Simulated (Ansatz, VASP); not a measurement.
## One calculation of Pt, two programs

Contents of INCAR:

```
PREC     = Accurate       # precision mode
ENCUT    = 600            # plane-wave cutoff, eV
EDIFF    = 1E-7           # SCF threshold, eV
ISMEAR   = 0              # smearing method
SIGMA    = 0.1            # smearing width, eV
LREAL    = False          # projectors in reciprocal space
LASPH    = True           # aspherical terms in the spheres
NELM     = 100            # most SCF steps
ALGO     = Normal         # electronic algorithm
ISIF     = 3              # what is computed and relaxed
LWAVE    = False          # write WAVECAR
LCHARG   = False          # write CHGCAR
GGA      = PE             # functional
IBRION   = 2              # ionic algorithm
NSW      = 100            # ionic steps
EDIFFG   = -0.01          # ionic threshold
```

File KPOINTS:

```
Automatic mesh
0
Gamma
  26 26 26
```

The input POSCAR:

```
Pt
1.0
   -1.3667920778      1.6796542471      1.7143712319
    1.3667920778     -1.6796542471      1.7143712319
    1.3667920778      1.6796542471     -1.7143712319
Pt
1
Direct
    0.5000000000      0.5000000000      0.0000000000
```

Input for Ansatz:

```yaml
crystal:
  lattice:
    - [-1.3667920778, 1.6796542471, 1.7143712319]
    - [1.3667920778, -1.6796542471, 1.7143712319]
    - [1.3667920778, 1.6796542471, -1.7143712319]
  atoms:
    - { symbol: Pt, position: [0.5, 0.5, 0.0] }
basis:
  ecutwfc: 420
kpoints:
  mp_grid: { grid: [26, 26, 26] }
hamiltonian:
  xc: pbe
scf:
  occupations: { method: gaussian, width: 0.1 }
output:
  forces: true
  stress: true
  eigenvalues: true
relax:
  adjacent_minimum: "off"
  f_tol: 0.01
  max_steps: 80
  cell: { stress_tol: 0.05 }
```

Alike in both runs: task relaxation of cell and atoms; functional PBE; k mesh 26 × 26 × 26; occupations gaussian, width 0.1 eV; no spin polarisation.

|  | VASP | Ansatz |
| --- | --- | --- |
| version | VASP 6.6.1 | Ansatz 0.2.0 |
| potentials or method | VASP PAW PBE potentials, release 64 (Pt) | scalar-relativistic, plane waves, PAW |
| plane-wave cutoff (eV) | 600 | 420 |
| valence electrons in the cell | 10 | 18 |

```csv
,VASP,Ansatz,Ansatz less VASP
"gap on the k mesh at the Fermi level, each at its own relaxed structure (eV)",none,none,-
relaxed volume (Å³/atom),15.79,15.82,+0.031
relaxed cell length with the largest relative difference (Å),2.765,2.767,+0.0019
```

A gap of «none» marks a metal or a gap that the smearing closes. The two sets of potentials don't hold the same shells in valence.

The runs have no spin-orbit coupling, so splittings on Pt are missing.
